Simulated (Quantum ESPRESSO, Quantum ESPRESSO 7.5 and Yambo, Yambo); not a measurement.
**GaAs (F-43m): G0W0 on several meshes in Yambo**

Wanted: mesh dependence and cost of G0W0 for GaAs (F-43m).

Method: PBE and many-body steps on it, plane waves, in Quantum ESPRESSO 7.5 and Yambo 5.3.0.

## Step 1: The structure

It takes space group F-43m (No. 216, cubic). The conventional cell has a = 5.654 Å, b = 5.654 Å, c = 5.654 Å, α = 90.00°, β = 90.00°, γ = 90.00°. Ga has 4 As at 2.45 Å nearest. Nearest to As lie 4 Ga at 2.45 Å. Farther neighbours are not listed.

The cell and positions come from the Crystallography Open Database and are kept as given unless a step says otherwise.

## Step 2: Empty states on the mesh, 4×4×4 mesh, 555 bands

This step: Quantum ESPRESSO 7.5; DFT, PBE, plane waves, norm-conserving pseudopotentials.

The sums over transitions need many empty states on a uniform mesh; this step solves for them.

pw.in

```
&control
  calculation = 'nscf'
  prefix = 'x'
  outdir = 'o'
  pseudo_dir = 'pseudo'
/
&system
  ibrav = 0
  nat = 2
  ntyp = 2
  ecutwfc = 104.0
  nbnd = 555
  force_symmorphic = .true.
/
&electrons
  conv_thr = 1e-9
  electron_maxstep = 80
  diago_full_acc = .true.
  diago_thr_init = 5e-6
/
ATOMIC_SPECIES
  Ga 69.723 Ga.upf
  As 74.922 As.upf
CELL_PARAMETERS angstrom
  0.0000000000 2.8268500000 2.8268500000
  2.8268500000 0.0000000000 2.8268500000
  2.8268500000 2.8268500000 0.0000000000
ATOMIC_POSITIONS crystal
  Ga 0.0000000000 0.0000000000 0.0000000000
  As 0.2500000000 0.2500000000 0.2500000000
K_POINTS automatic
  4 4 4 0 0 0
```

Started as:

```
> OMP_NUM_THREADS=1 mpirun -n 8 pw.x -nk 4 -in pw.in > pw.out
```

Log:

```text
Program PWSCF v.7.5 starts

     This program is part of the open-source Quantum ESPRESSO suite
     for quantum simulation of materials; please cite
         "P. Giannozzi et al., J. Phys.:Condens. Matter 21 395502 (2009);
         "P. Giannozzi et al., J. Phys.:Condens. Matter 29 465901 (2017);
         "P. Giannozzi et al., J. Chem. Phys. 152 154105 (2020);
     in publications or presentations arising from this work. More details at

     Atomic positions and unit cell read from directory:
     o/x.save/

     Message from routine setup:
[...]
66.3909  66.3909  66.8454  68.4226  68.4226  68.6866  68.6866  68.7091
     [... 58 further rows ...]
   294.8970 294.9300 294.9300 295.3118 295.3118 296.0716 296.2859 296.2859
   296.4645 296.7515 296.7515

          k = 0.3536 0.0000 0.0000 (  5457 PWs)   bands (ev):

     [... further k-points ...]

     highest occupied, lowest unoccupied level (ev):     9.8275   10.3456

     XML data file, pseudopotentials, collected wavefunctions

=------------------------------------------------------------------------------=
   JOB DONE.
=------------------------------------------------------------------------------=
```

Run time: 69 s. Hardware: 8 MPI ranks of Arm Neoverse V2, shared host; peak memory 1.8 GiB.

Numbers from this step:

```yaml
gap: 0.5181 eV
k_of_the_valence_top: 0, 0, 0
k_of_the_conduction_bottom: 0, 0, 0
least_direct_gap: 0.5181 eV
k_points_computed: 8
lowest_point_of_the_top_converged_band_above_the_valence_top: 286.9240 eV
```

On this mesh the gap is 0.518 eV.

The density comes from a self-consistent run that is not shown.

## Step 3: Conversion and set-up

This step: Yambo 5.3.0; conversion and set-up on PBE, plane waves, norm-conserving pseudopotentials.

The states are converted to the many-body program's format and the q mesh is built.

Started as:

```
> (cd o/x.save; p2y > p2y.log; mv SAVE ../..); yambo > setup.log
```

Log:

```text
 Yambo, version 5.3.0

 [02] CORE Variables Setup
 =========================

  [02.01] Unit cells
  ==================

  Cell kind             :  FCC
  Atoms in the cell     :  Ga  As
  number of Ga atoms    :  1
  number of As atoms    :  1

  List of atomic masses
  Mass of Ga    :  69.72300
  Mass of As    :  74.92200

  List of atomic coordinates    : [cc]
  Ga1       :  0.000000  0.000000  0.000000  order 1
  As1       :  2.670986  2.670986  2.670986  order 2

  Alat factors          :  5.341972  5.341972  5.341972 [a.u.]
  Direct lattice volume :  304.8842 [a.u.]
[...]
==========================================

 IBZ Q-points                                      :   8
 BZ  Q-points                                      :   64

 K/Q-points units:
 rlu = crystal or reduced units; cc = cartesian coordinates; iku = interal k-units

 Q [1]          [rlu]:  0.000000  0.000000  0.000000
 Q [2]          [rlu]: -0.91587E-18 -0.91587E-18  0.25000
 Q [3]          [rlu]:  0.18317E-17  0.18317E-17 -0.50000
[...]
Q [7]          [rlu]:  0.52231E-17 -0.50000     -0.50000
 Q [8]          [rlu]:  0.250000 -0.500000 -0.250000

  [03.01] X indexes
  =================

   [03.01.01] Sigma indexes
   ========================

 [06] Game Over & Game summary
```

Run time: 3.3 s. Hardware: 1 MPI rank; peak memory 0.25 GiB.

## Step 4: 4×4×4

G0W0 replaces the xc potential by the self-energy, built once from these orbitals. Only a window of levels is corrected, while the sums run over the empty bands that the input names.

This step: G0W0 on PBE, plane waves, norm-conserving pseudopotentials.

gw2.in

```
HF_and_locXC
gw0
dyson
ppa
em1d
rim_cut
RandQpts= 1000000
RandGvec= 1 RL
EXXRLvcs= 104 Ry
VXCRLvcs= 416 Ry
Chimod= "HARTREE"
% BndsRnXp
 1 | 239 |
%
NGsBlkXp= 17 Ry
% LongDrXp
 1 | 1 | 1 |
%
% GbndRnge
 1 | 239 |
%
DysSolver= "n"
ExtendOut
PPAPntXp= 27.21138 eV
% QPkrange
 1 | 1 | 21 | 24 |
%
```

Started as:

```
> OMP_NUM_THREADS=1 mpirun -n 8 yambo -F gw2.in -J gw2 -C gw2 > gw2.log
```

Log:

```text
 Yambo, version 5.3.0

 [02] CORE Variables Setup
 =========================

  [... cell, symmetries and grids as in the set-up ...]

  [02.05] Energies & Occupations
  ==============================

  [X] === General ===
  [X] Electronic Temperature                        :  0.000000  0.000000 [eV K]
  [X] Bosonic    Temperature                        :  0.000000  0.000000 [eV K]
  [X] Finite Temperature mode                       : no
  [X] El. density                                   :  0.97390E+24 [cm-3]
  [X] Fermi Level                                   :  9.827510 [eV]

  [X] === Gaps and Widths ===
  [X] Conduction Band Min                           :  0.518058 [eV]
  [X] Valence Band Max                              :  0.000000 [eV]
  [X] Filled Bands                                  :  22
  [X] Empty Bands                                   :    23   555
  [X] Direct Gap                                    :  0.518058 [eV]
  [X] Direct Gap localized at k                     :  1
  [X] Indirect Gap                                  :  0.518058 [eV]
  [X] Indirect Gap between kpts                     :  1  1
  [X] Last valence band width                       :  3.339194 [eV]
  [X] 1st conduction band width                     :  4.106600 [eV]

 [03] Transferred momenta grid and indexing
 ==========================================

 IBZ Q-points                                      :   8
 BZ  Q-points                                      :   64

 K/Q-points units:
 rlu = crystal or reduced units; cc = cartesian coordinates; iku = interal k-units

 Q [1]          [rlu]:  0.000000  0.000000  0.000000
 Q [2]          [rlu]: -0.91587E-18 -0.91587E-18  0.25000
 Q [3]          [rlu]:  0.18317E-17  0.18317E-17 -0.50000
 Q [4]          [rlu]: -0.26116E-17  0.25000      0.25000
 Q [5]          [rlu]:  0.71282E-16  0.25000      0.50000
 Q [6]          [rlu]:  0.18317E-17  0.25000     -0.25000
 Q [7]          [rlu]:  0.52231E-17 -0.50000     -0.50000
 Q [8]          [rlu]:  0.250000 -0.500000 -0.250000

 [04] Coloumb potential Random Integration (RIM)
 ===============================================

  [04.01] RIM initialization
  ==========================

  * Diagonal components only detected *

  8 x (sBL volume)        :  0.101699 [a.u.]
  sBZ random points       :  1000000
  Points outside the sBZ  :   7987327
  RL volume               :  0.813588 [a.u.]
  Integrated volume       :  0.814879 [a.u.]

  [04.02] RIM integrals
  =====================

  Gamma point sphere radius             :  0.084669 [a.u.]
  Points outside the sphere             :   799513
  [Int_sBZ(q=0) 1/q^2]*(Vol_sBZ)^(-1/3) =:  7.764325
                                 should be <:  7.795600

  Summary of Coulomb integrals for non-metallic bands |Q|[au] RIM/Bare

  Q [1] 0.100000E-4 0.995988 * Q [2] 0.254653 1.066317
  Q [4] 0.294048 1.065091 * Q [6] 0.415847 1.027759
  Q [5] 0.487623 1.020584 * Q [3] 0.509306 1.018268
  Q [7] 0.588096 1.014689 * Q [8] 0.657511 1.011648

 [WARNING] [Xp] User bands 1-239 break level degeneracy

 [05] Dipoles
 ============

  [05.01] Setup: observables and procedures
  =========================================

 [06] Dynamic Dielectric Matrix (PPA)
 ====================================

 [SLK-Inversion]  Pools        :  2
 [SLK-Inversion]  BLACS grid   :  2  2

 [WR./gw2//ndb.pp]---------------------------------------------------------------
  Brillouin Zone Q/K grids (IBZ/BZ)                :    8   64    8   64
  RL vectors                                       :   6567 [WF]
  Coulomb cutoff potential                         : none
  Electronic Temperature                           :  0.000000 [K]
  Bosonic    Temperature                           :  0.000000 [K]
  PPA    diel. fun.  energies                      : Perdew, Burke & Ernzerhof(X)+Perdew, Burke & Ernzerhof(C)
  wavefunctions                                    : Perdew, Burke & Ernzerhof(X)+Perdew, Burke & Ernzerhof(C)
  Global Gauge                                     : length
  X matrix size                                    :   387
  X band range                                     :    1  239
  X e/h energy range                               : -1.000000 -1.000000 [eV]
  X Time ordering                                  : R
  X Hxc Kernel                                     : HARTREE
  X Drude frequency                                :  0.000000  0.000000
  X poles                                          :  100.0000 [o/o]
  RL vectors in the sum                            :   6567
  [r,Vnl] included                                 : yes
  Field direction                                  :  0.577350E-5  0.577350E-5  0.577350E-5
  BZ energy Double Grid                            : no
  BZ energy DbGd points                            : 0
  BZ Q point size factor                           : -1.000000
  X Optical Averaged directions                    : none

 [07] Local Exchange-Correlation + Non-Local Fock
 ================================================

 [VXC] Plane waves :   43655
 [EXS] Plane waves :   5601

 QP @ state[ 1 ] K range:  1  1
 QP @ state[ 1 ] b range:  21  24

 [xc] Functional : Perdew, Burke & Ernzerhof(X)+Perdew, Burke & Ernzerhof(C)
 [xc] LIBXC used to calculate xc functional
  PP Number of Atomic Species                      :  2
  NLCC RL compoments                               :   43655
  PP Number of Atomic Species                      :  2
  NLCC RL compoments                               :   43655

 [xc] E_xc :  -45.46123 [Ha]
      E_xc :  -90.92246 [Ry]

  Local XC kind (lXC) : Perdew, Burke & Ernzerhof(X)+Perdew, Burke & Ernzerhof(C)
  Non-Local XC kind (nlXC) : Hartree-Fock

  Corrections @ K [1] :  [eV]
 <21|nlXC|21> = -15.93724  0.22402E-16 <21|lXC|21> = -14.36257 -0.18882E-15
 <22|nlXC|22> = -15.93715 -0.31082E-17 <22|lXC|22> = -14.36257  0.47204E-16
 <23|nlXC|23> = -10.69830 -0.27111E-17 <23|lXC|23> = -14.69845 -0.11801E-16
 <24|nlXC|24> = -7.088590 -0.20586E-17 <24|lXC|24> = -11.53166  0.18882E-15

 [08] Dyson equation: Newton solver
 ==================================

  [08.01] G0W0 (W PPA)
  ====================

  [  GW  ] Bands range     :    1  239
  [GW/PPA] G damping       :  0.100000 [eV]

  QP @ state[ 1 ] K range:  1  1
  QP @ state[ 1 ] b range:  21  24

   Sc/G bands                                       :    1  239
   Sc/G damping                                     :  0.100000 ev
   Sc bands terminator                              : no
   Sx RL components                                 :   5601

   QP @ state[ 1 ] K range                          :  1  1
   QP @ state[ 1 ] b range                          :  21  24
   GF energies kind                                 : Perdew, Burke & Ernzerhof(X)+Perdew, Burke & Ernzerhof(C)
   GF WF`s kind                                     : Perdew, Burke & Ernzerhof(X)+Perdew, Burke & Ernzerhof(C)
   Xs energies kind                                 : Perdew, Burke & Ernzerhof(X)+Perdew, Burke & Ernzerhof(C)
   Xs WF`s kind                                     : Perdew, Burke & Ernzerhof(X)+Perdew, Burke & Ernzerhof(C)

 [11] Game Over & Game summary
```

Elapsed: 4 min, on 8 MPI ranks; peak memory 4.6 GiB; 32 min of CPU time.

This step gave:

| Item | Value |
| --- | --- |
| G0W0 gap on the points computed | 1.134 eV |
| starting gap on the mesh | 0.5181 eV |
| k of the valence top | 0, 0, 0 |
| k of the conduction bottom | 0, 0, 0 |
| least direct G0W0 gap on the computed points | 1.134 eV |
| Z at the valence top | 0.7950 |
| Z at the conduction bottom | 0.7981 |

The gap on the mesh goes from 0.52 eV to 1.13 eV, a correction of +0.62 eV.

## Step 5: Empty states on the mesh, 2×2×2 mesh, 239 bands

This step: Quantum ESPRESSO 7.5; DFT, PBE, plane waves, norm-conserving pseudopotentials.

pw.in, as its differences from that of step 2:

```diff
@@ -11,3 +11,3 @@
   ecutwfc = 104.0
-  nbnd = 555
+  nbnd = 239
   force_symmorphic = .true.
@@ -31,2 +31,2 @@
 K_POINTS automatic
-  4 4 4 0 0 0
+  2 2 2 0 0 0
```

Started as:

```
> OMP_NUM_THREADS=1 mpirun -n 8 pw.x -nk 4 -in pw.in > pw.out
```

Log:

```text
[banner, memory and clock lines left out]
Program PWSCF v.7.5 starts

     Atomic positions and unit cell read from directory:
     o/x.save/

     Message from routine setup:
     using ibrav=0 with symmetry is DISCOURAGED, use correct ibrav instead

     Message from routine divide_et_impera:
     suboptimal parallelization: some nodes have no k-points

     bravais-lattice index     =            0
     lattice parameter (alat)  =       7.5547  a.u.
     unit-cell volume          =     304.8842 (a.u.)^3
     number of atoms/cell      =            2
[...]
[... 18 further rows ...]
[...]
160.0803 161.9390 161.9725 161.9725 162.9177 162.9177 163.3300

          k =-0.7071 0.0000 0.0000 (  5434 PWs)   bands (ev):

  -174.9302-133.8473-118.3121-118.3121-118.3121 -84.5717 -84.5717 -84.5717
[...]
65.1969  65.4002  66.0139  66.0139  67.1926  67.7193  67.8617  67.8617
     [... 18 further rows ...]
   157.9018 158.3362 158.4219 158.5360 159.9429 159.9429 160.9685 160.9685
   161.0449 161.7407 161.7407 161.7689 161.8911 162.6050 166.8079

     highest occupied, lowest unoccupied level (ev):     9.8275   10.3456

     XML data file, pseudopotentials, collected wavefunctions
```

Elapsed: 8.4 s, on 8 MPI ranks; peak memory 0.73 GiB.

Numbers from this step:

```
gap                                                           : 0.5181 eV
k of the valence top                                          : 0, 0, 0
k of the conduction bottom                                    : 0, 0, 0
least direct gap                                              : 0.5181 eV
k points computed                                             : 3
lowest point of the top converged band, above the valence top : 153.5025 eV
```

On this mesh the gap is 0.518 eV.

[end of part 1 of 2]

[Paths, hosts, dates, memory and timing lines, banners, echoed tables and standing remarks are left out of the program output.]

[Logs are printed without paths, hosts, clocks, repeated set-up lines and the standing remarks that a program may print on its own settings, such as how far it seeks lower states.]

[Runs of the session that timed out or met a known fault of the program may be left out.]

[Hosts, paths, dates, database ids (printed as entryN), source tags and the programs' standing remarks are cut or masked in the printed files.]
